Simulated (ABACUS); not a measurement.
# BN (F-43m) in ABACUS: further runs

Runs on BN. Level: PBE. Tasks: single point, relaxation of cell and atoms.

Program: ABACUS 3.10.1. These are calculated values, not measurements. Logs are shortened: lines on timing, memory, paths and dates and some standing lists are left out, and cuts for length are marked.

**Experimental background.**

A printed reference work, monograph reports, for a bulk crystal of BN at 300 K: band gap 6.4 eV (indirect).

How close the calculation comes is told below.

### Step 1. The crystal as given

The structure is cubic, space group F-43m (No. 216). The conventional cell has a = 3.626 Å, b = 3.626 Å, c = 3.626 Å, α = 90.00°, β = 90.00°, γ = 90.00°. N (site symmetry -43m) has 4 B at 1.57 Å as nearest neighbours. B (site symmetry -43m) has 4 N at 1.57 Å as nearest neighbours.

The cell is a database's computed one.

### Step 2. Single point, PBE

INPUT

```
INPUT_PARAMETERS
suffix              BN
calculation         scf
basis_type          pw
pseudo_dir          ./
symmetry            1
dft_functional      pbe
ecutwfc             40
pseudo_rcut         10
nspin               1
nbands              14
ks_solver           dav
smearing_method     fd
smearing_sigma      0.00367493
scf_thr             1e-08
scf_nmax            100
mixing_type         broyden
mixing_beta         0.7
cal_force           1
cal_stress          1
ecutrho             320
out_chg             1
kpar                4
```

STRU

```
ATOMIC_SPECIES
N 14.0070 n_pbe_v1.2.uspp.F.UPF
B 10.8100 b_pbe_v1.4.uspp.F.UPF

LATTICE_CONSTANT
4.8452022309

LATTICE_VECTORS
0.0000000000 0.7071067812 0.7071067812
0.7071067812 0.0000000000 0.7071067812
0.7071067812 0.7071067812 0.0000000000

ATOMIC_POSITIONS
Cartesian

N
0.0
1
0.3535533906 0.3535533906 0.3535533906 1 1 1

B
0.0
1
0.0000000000 0.0000000000 0.0000000000 1 1 1
```

KPT

```
K_POINTS
0
Gamma
10 10 10 0 0 0
```

Potentials or basis: GBRV ultrasoft 1.5 PBE, plane waves.

Run with:

```
> OMP_NUM_THREADS=1 mpirun -np 4 abacus > log
```

running log:

```text
ABACUS v3.10.1

               Atomic-orbital Based Ab-initio Computation at UStc

 ------------------------------------------------------------------------------------

 READING GENERAL INFORMATION
                           global_out_dir = OUT.BN/
                           global_in_card = INPUT
                               pseudo_dir = ./
                              orbital_dir =
                                    DSIZE = 4
                                    GSIZE = 1

 READING UNITCELL INFORMATION
                                    ntype = 2
                  lattice constant (Bohr) = 4.8452
              lattice constant (Angstrom) = 2.56397

 READING ATOM TYPE 1
                               atom label = N
                      L=0, number of zeta = 1
                      L=1, number of zeta = 1
                      L=2, number of zeta = 1
             number of atom for this type = 1

 READING ATOM TYPE 2
                               atom label = B
                      L=0, number of zeta = 1
                      L=1, number of zeta = 1
                      L=2, number of zeta = 1
             number of atom for this type = 1

                        TOTAL ATOM NUMBER = 2
CARTESIAN COORDINATES ( UNIT =       4.845202230900 Bohr ).
    atom                   x                   y                   z     mag                  vx                  vy                  vz
tauc_N1            0.3535533906        0.3535533906        0.3535533906  0.0000        0.0000000000        0.0000000000        0.0000000000
tauc_B1            0.0000000000        0.0000000000        0.0000000000  0.0000        0.0000000000        0.0000000000        0.0000000000

                          Volume (Bohr^3) = 80.4305
                             Volume (A^3) = 11.9186

 Lattice vectors: (Cartesian coordinate: in unit of a_0)
                   +0           +0.707107           +0.707107
            +0.707107                  +0           +0.707107
            +0.707107           +0.707107                  +0
 Reciprocal vectors: (Cartesian coordinate: in unit of 2 pi/a_0)
            -0.707107           +0.707107           +0.707107
            +0.707107           -0.707107           +0.707107
            +0.707107           +0.707107           -0.707107
 The esolver type has been set to : ksdft_pw

                PAO radial cut off (Bohr) = 10

 Read in pseudopotential file is n_pbe_v1.2.uspp.F.UPF
                     pseudopotential type = US
          exchange-correlation functional = PBE
                 nonlocal core correction = 1
                        valence electrons = 5
                                     lmax = 1
                           number of zeta = 2
                     number of projectors = 4
                           L of projector = 0
                           L of projector = 0
                           L of projector = 1
                           L of projector = 1
                PAO radial cut off (Bohr) = 10

 Read in pseudopotential file is b_pbe_v1.4.uspp.F.UPF
                     pseudopotential type = US
          exchange-correlation functional = PBE
                 nonlocal core correction = 1
                        valence electrons = 3
                                     lmax = 1
                           number of zeta = 2
                     number of projectors = 4
                           L of projector = 0
                           L of projector = 0
                           L of projector = 1
                           L of projector = 1
     initial pseudo atomic orbital number = 8

 SETUP THE ELECTRONS NUMBER
             electron number of element N = 5
       total electron number of element N = 5
             electron number of element B = 3
       total electron number of element B = 3
            AUTOSET number of electrons:  = 8
                           occupied bands = 4
                                   NBANDS = 14
                                   NLOCAL = 18

 SETUP THE PLANE WAVE BASIS
 energy cutoff for charge/potential (unit:Ry) = 160
            fft grid for charge/potential = [ 20, 20, 20 ]
                        fft grid division = [ 1, 1, 1 ]
        big fft grid for charge/potential = [ 27, 27, 27 ]
                                     nbxx = 19683
                                     nrxx = 8000

 SETUP PLANE WAVES FOR CHARGE/POTENTIAL
                    number of plane waves = 2733
                         number of sticks = 253

 PARALLEL PW FOR CHARGE/POTENTIAL
     PROC   COLUMNS(POT)             PW
        1            253           2733
 --------------- sum -------------------
        1            253           2733
[... 72 lines left out ...]

 SETUP K-POINTS
                                    nspin = 1
                   Input type of k points = Monkhorst-Pack(Gamma)
                                   nkstot = 1000
                       right hand lattice = 1
(for reciprocal lattice: )
                             BRAVAIS TYPE = 2
                     BRAVAIS LATTICE NAME = 02. Cubic I (body-centered)
                                    ibrav = 2
                       right hand lattice = 1
(for k-lattice: )
                             BRAVAIS TYPE = 2
                     BRAVAIS LATTICE NAME = 02. Cubic I (body-centered)
                                    ibrav = 2
                       right hand lattice = 1
                        ROTATION MATRICES = 48
                               nkstot_ibz = 47
K-POINTS REDUCTION ACCORDING TO SYMMETRY
     IBZ    DIRECT_X    DIRECT_Y    DIRECT_Z  WEIGHT  ibz2bz
       1  0.00000000  0.00000000  0.00000000  0.0010       0
       2  0.10000000  0.10000000  0.10000000  0.0080       1
       3  0.20000000  0.20000000  0.20000000  0.0080       2
       4  0.30000000  0.30000000  0.30000000  0.0080       3
       5  0.40000000  0.40000000  0.40000000  0.0080       4
       6  0.50000000  0.50000000  0.50000000  0.0040       5
[... 22 lines left out ...]
      29  0.50000000  0.50000000  0.10000000  0.0240      45
      30 -0.20000000  0.40000000  0.40000000  0.0120      46
[... 17 further k points ...]

                               nkstot now = 47
[... K-POINTS DIRECT COORDINATES: 47 rows ...]

           k-point number in this process = 12
       minimum distributed K point number = 11
[... stars of the k points ...]

[... K-POINTS CARTESIAN COORDINATES: 12 rows ...]

[... K-POINTS DIRECT COORDINATES: 12 rows ...]

 SETUP PLANE WAVES FOR WAVE FUNCTIONS
     energy cutoff for wavefunc (unit:Ry) = 40
              fft grid for wave functions = [ 20, 20, 20 ]
                    number of plane waves = 531
                         number of sticks = 85

 PARALLEL PW FOR WAVE FUNCTIONS
     PROC   COLUMNS(POT)             PW
        1             85            531
 --------------- sum -------------------
        1             85            531

 SETUP NONLOCAL PSEUDOPOTENTIALS IN PLANE WAVE BASIS
 N non-local projectors:
 projector 1 L=0
 projector 2 L=0
 projector 3 L=1
 projector 4 L=1
 B non-local projectors:
 projector 1 L=0
 projector 2 L=0
 projector 3 L=1
 projector 4 L=1
      TOTAL NUMBER OF NONLOCAL PROJECTORS = 16

 Init Non-Local PseudoPotential table :
 Init Non-Local-Pseudopotential done.

                                     npwx = 353

 Make real space PAO into reciprocal space.
       max mesh points in Pseudopotential = 655
     dq(describe PAO in reciprocal space) = 0.01
                                    max q = 763

 number of pseudo atomic orbitals for N is 2
WARNING: norm of atomic wavefunction # 2 of atomic type N is 0.999999, renormalized

 number of pseudo atomic orbitals for B is 2
WARNING: norm of atomic wavefunction # 1 of atomic type B is 0.999999, renormalized
WARNING: norm of atomic wavefunction # 2 of atomic type B is 0.999862, renormalized

 -------------------------------------------
 SELF-CONSISTENT
 -------------------------------------------
                                 init_chg = atomic

 PW ALGORITHM --------------- ION=   1  ELEC=   1--------------------------------

 Density error is 0.215499739947
                          Error Threshold = 0.01
----------------------------------------------------------
     Energy           Rydberg                 eV
----------------------------------------------------------
 E_KohnSham     -26.6520736888       -362.6200656832
 E_Harris       -25.5811348574       -348.0491953673
 E_Fermi        1.0178836159         13.8490170765
----------------------------------------------------------
[... 63 lines left out ...]
 Density error is 2.20324282876e-10
                          Error Threshold = 1.27601053129e-10
----------------------------------------------------------
     Energy           Rydberg                 eV
----------------------------------------------------------
 E_KohnSham     -26.7102565391       -363.4116839741
 E_KS(sigma->0) -26.7102565391       -363.4116839741
 E_Harris       -26.7102223446       -363.4112187340
 E_band         1.8764379809         25.5302484832
 E_one_elec     4.4652535446         60.7528912208
 E_Hartree      3.6254050541         49.3261662937
 E_xc           -8.5400523369        -116.1933729995
 E_Ewald        -26.2608628009       -357.2973684891
 E_entropy(-TS) -0.0000000000        -0.0000000000
 E_descf        0.0000000000         0.0000000000
 E_exx          0.0000000000         0.0000000000
 E_Fermi        0.9383223137         12.7665300269
----------------------------------------------------------

 charge density convergence is achieved
 final etot is -363.41168397 eV
 EFERMI = 12.766530027 eV

 STATE ENERGY(eV) AND OCCUPATIONS    NSPIN == 1
 1/12 kpoint (Cartesian) = 0.0000 0.0000 0.0000 (331 pws)
       1       -9.09639     0.00200000
       2        11.0171     0.00200000
       3        11.0171     0.00200000
       4        11.0171     0.00200000
       5        19.7970    1.71762e-64
       6        19.7970    1.71762e-64
       7        19.7970    1.71762e-64
       8        21.2583    3.48846e-77
       9        35.6002        0.00000
      10        38.6735        0.00000
      11        38.6735        0.00000
      12        39.2851        0.00000
      13        39.2851        0.00000
      14        39.2851        0.00000
[... 66 lines left out ...]
       1       -4.92187     0.00800000
       2       0.410713     0.00800000
       3        9.09172     0.00800000
       4        9.09172     0.00800000
       5        21.0715    5.85182e-75
       6        21.6807    2.99058e-80
       7        21.6807    2.99058e-80
       8        26.1966        0.00000
       9        34.3526        0.00000
      10        37.6235        0.00000
      11        37.7946        0.00000
      12        37.7946        0.00000
      13        45.8833        0.00000
      14        45.8833        0.00000

[... levels at 6 further k points ...]

------------------------------------------------------------------------------------------
 TOTAL-FORCE (eV/Angstrom)
------------------------------------------------------------------------------------------
                        N1         0.0000000000         0.0000000000         0.0000000000
                        B1         0.0000000000         0.0000000000         0.0000000000
------------------------------------------------------------------------------------------

----------------------------------------------------------------
 TOTAL-STRESS (KBAR)
----------------------------------------------------------------
        -5.3652710064        -0.0000000000        -0.0000000000
        -0.0000000000        -5.3652710064         0.0000000000
        -0.0000000000         0.0000000000        -5.3652710064
----------------------------------------------------------------
 TOTAL-PRESSURE: -5.365271 KBAR

 --------------------------------------------
 !FINAL_ETOT_IS -363.4116839741130320 eV
 --------------------------------------------
```

Wall time 1.1 s (4 MPI ranks of Intel Xeon 6975P-C (Granite Rapids), shared host); peak memory 0.24 GiB.

What came out:

```yaml
Free_energy: -363.4117 eV
Pressure: -0.5 GPa
Band_gap_on_the_k_mesh: 4.46 eV, indirect (least direct gap 8.78 eV)
```

### Step 3. Relaxation of cell and atoms, PBE

INPUT, as its differences from that of step 2:

```diff
@@ -2,3 +2,3 @@
 suffix              BN
-calculation         scf
+calculation         cell-relax
 basis_type          pw
@@ -10,3 +10,3 @@
 nspin               1
-nbands              14
+nbands              8
 ks_solver           dav
@@ -21,3 +21,7 @@
 ecutrho             320
-out_chg             1
+relax_nmax          60
+force_thr_ev        0.02
+relax_method        cg
+out_stru            1
+stress_thr          0.2
 kpar                4
```

STRU

```
ATOMIC_SPECIES
N 14.0070 n_pbe_v1.2.uspp.F.UPF
B 10.8100 b_pbe_v1.4.uspp.F.UPF

LATTICE_CONSTANT
1.8897261246

LATTICE_VECTORS
0.0000000000 1.8130010000 1.8130010000
1.8130010000 0.0000000000 1.8130010000
1.8130010000 1.8130010000 0.0000000000

ATOMIC_POSITIONS
Direct

N
0.0
1
0.2500000000 0.2500000000 0.2500000000 1 1 1

B
0.0
1
0.0000000000 0.0000000000 0.0000000000 1 1 1
```

KPT is that of step 2.

Potentials or basis: GBRV ultrasoft 1.5 PBE, plane waves.

Run with:

```
> OMP_NUM_THREADS=1 mpirun -np 4 abacus > log
```

Wall time 2.2 s (4 MPI ranks of Intel Xeon 6975P-C (Granite Rapids), shared host); peak memory 0.36 GiB.

Results (log left out):

* Free energy: -363.4117 eV
* Relaxed volume: 5.95 Å³/atom
* Relaxed cell: a = 2.563 Å, b = 2.563 Å, c = 2.563 Å, α = 60.00°, β = 60.00°, γ = 60.00°
* Space group after relaxing (to 0.05 Å): F-43m (No. 216)
* Energy gained by relaxing: 0.0 meV/atom
* Ionic steps: 3
* Pressure after relaxing: 0.0 GPa
* Band gap on the k mesh: 4.47 eV, indirect (least direct gap 8.79 eV)

Final structure:
```cif
data_structure
_symmetry_space_group_name_H-M 'P 1'
_symmetry_Int_Tables_number 1
_cell_length_a 2.5627
_cell_length_b 2.5627
_cell_length_c 2.5627
_cell_angle_alpha 60.000
_cell_angle_beta 60.000
_cell_angle_gamma 60.000
_cell_volume 11.90
loop_
_atom_site_label
_atom_site_type_symbol
_atom_site_fract_x
_atom_site_fract_y
_atom_site_fract_z
_atom_site_occupancy
N1 N 0.25000 0.25000 0.25000 1
B1 B 0.00000 0.00000 0.00000 1
```

Levels at points of the mesh, in eV from the valence-band top:
```tsv
k point	band 2	band 3	band 4
(0.00, 0.00, 0.00)	0.00	0.00	0.00
(0.50, 0.50, 0.50)	-10.62	-1.93	-1.93
(0.50, 0.50, 0.00)	-8.86	-4.87	-4.87
```

### Step 4. Against experiment

Step 2. Measured gap of BN: 6.4 eV (indirect; 300 K; a printed reference work, monograph). This calculation gives 4.46 eV (-1.94 eV). The value is that of PBE on a finite k mesh, which can miss the band edges, without temperature or zero-point motion. Semilocal functionals fall short of measured gaps as a rule. The cell is a database's relaxed one, not the measured one, which moves gaps too.
